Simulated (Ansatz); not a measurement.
# Au (dhcp type): how the settings move a single-point run

How sensitive is a single-point run of Au (dhcp type) to its settings? A reference run comes first, then one run with altered input.

Method: reference: DFT, PBE, norm-conserving pseudopotentials, Ansatz's default files, scalar-relativistic, in Ansatz 0.2.0.

## (1) The system as given

It takes space group P6_3/mmc (No. 194, hexagonal). Conventional cell: a = 2.942 Å, b = 2.942 Å, c = 9.602 Å, α = 90.00°, β = 90.00°, γ = 120.00°. Au (site symmetry -3m) has 12 Au at 2.94 Å as nearest neighbours. Au (site symmetry -6m2) has 12 Au at 2.94 Å as nearest neighbours.

Coordinates:

```cif
data_structure
_symmetry_space_group_name_H-M 'P6_3/mmc'
_symmetry_Int_Tables_number 194
_cell_length_a 2.9424
_cell_length_b 2.9424
_cell_length_c 9.6022
_cell_angle_alpha 90.000
_cell_angle_beta 90.000
_cell_angle_gamma 120.000
_cell_volume 72.00
loop_
_atom_site_label
_atom_site_type_symbol
_atom_site_symmetry_multiplicity
_atom_site_Wyckoff_symbol
_atom_site_fract_x
_atom_site_fract_y
_atom_site_fract_z
_atom_site_occupancy
Au1 Au 2 a 0.00000 0.00000 0.00000 1
Au2 Au 2 c 0.33333 0.66667 0.25000 1
```

## (2) Reference

input.yaml reads:

```yaml
crystal:
  lattice:
    - [2.9424042938, 0.0, 0.0]
    - [-1.4712021469, 2.5481968667, 0.0]
    - [0.0, 0.0, 9.6021708703]
  atoms:
    - { symbol: Au, position: [0.0, 0.0, 0.0] }
    - { symbol: Au, position: [0.0, 0.0, 0.5] }
    - { symbol: Au, position: [0.3333333333, 0.6666666667, 0.25] }
    - { symbol: Au, position: [0.6666666667, 0.3333333333, 0.75] }
kpoints:
  mp_grid: { grid: [12, 12, 4] }
scf:
  occupations: { method: fermi_dirac, width: 0.1 }
hamiltonian:
  xc: pbe
  pseudopotentials: { kind: nc }
output:
  forces: true
  stress: true
  eigenvalues: true
```

Started as:

```sh
> ansatz run input.yaml --threads 1 --pin off --max-ram 3072MiB --backend cpu --events-out ev --progress --plain --runs-dir out
```

## (3) Variant: mp_grid.grid [6, 6, 2], hubbard.sites [{species: Au, l: d, u_eff: 6.0}], hubbard.double_counting fll

input.yaml, as its differences from that of step 2:

```diff
@@ -11,3 +11,3 @@
 kpoints:
-  mp_grid: { grid: [12, 12, 4] }
+  mp_grid: { grid: [6, 6, 2] }
 scf:
@@ -17,2 +17,3 @@
   pseudopotentials: { kind: nc }
+  hubbard: { sites: [{ species: Au, l: d, u_eff: 6.0 }], double_counting: fll }
 output:
```

Before running it: what results should come out? Wanted: for each run, ending; energy change; pressure; gap; force.

The runs gave:

| run | ending | energy change | pressure (GPa) | gap (eV) | force (eV/Å) | cycles | time |
| --- | --- | --- | --- | --- | --- | --- | --- |
| reference | converged | 0 | 0.1 | 0.00 | 0.00 | 8 | 31 s |
| 1: mp_grid.grid [6, 6, 2], hubbard.sites [{species: Au, l: d, u_eff: 6.0}], hubbard.double_counting fll | converged | +561.0 meV/atom (U changed: no physical gain or loss) | 5.1 | 0.00 | 0.00 | 7 | 8.8 s |

Residual by cycle in the longest SCF loop of each run; runs are numbered as in the table. The quantity is the density residual dr2, in eV.

| cycle | reference | run 1 |
| --- | --- | --- |
| 1 | 3.27 | 1.15 |
| 2 | 0.574 | 0.276 |
| 3 | 0.0247 | 0.00872 |
| 4 | 4.8e-4 | 2.3e-4 |
| 5 | 3.5e-5 | 8.3e-6 |
| 6 | 2.4e-6 | 7.9e-7 |
| 7 | 3.6e-7 | 4.2e-8 |
| 8 | 6.8e-9 | - |

**Reading.** Changing the k-point mesh and Hubbard U moves the energy by +561.0 meV/atom, and the pressure goes from 0.1 to 5.1 GPa. The U term adds an energy of its own, so the shift says nothing about which run is better. Cost: 7 SCF cycles against 8, 8.8 s against 31 s. A changed U is a change of model: its shifts are not errors of convergence.
